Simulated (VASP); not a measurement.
Here is the system:

```yaml
crystal:
  lattice:
    - [0.00000, 2.48226, 2.48226]
    - [2.48226, 0.00000, 2.48226]
    - [2.48226, 2.48226, 0.00000]
  atoms:
    - { symbol: In, position: [0.00000, 0.00000, 0.00000] }
    - { symbol: N, position: [0.25000, 0.25000, 0.25000] }
```

Computed with PBEsol GGA, VASP's PBE PAW potentials (set 64) (plane waves; VASP). Run with 600 eV cut-off, 12×12×12 Γ-centred mesh, first-order Methfessel-Paxton smearing of 0.10 eV, potentials In_d N.

Unless said otherwise, spin-orbit coupling is left out, though it shifts the bands of the heavy elements here.

### Question
What does the run give for the energy per atom (σ→0), pressure, band gap (on the k-mesh) with the smallest direct gap where there is one?

### Answer

The band gap (on the k-mesh) is none (metal, semimetal or under 0.01 eV). The energy per atom (σ→0) is -5778 meV/atom. The pressure is 2.01 GPa.

The absolute energy has meaning only against runs of the same code, potentials and settings.

The compound is InN in the zinc blende structure, a metastable form; wurtzite is the usual one. It was relaxed first under an external pressure of 2 GPa.
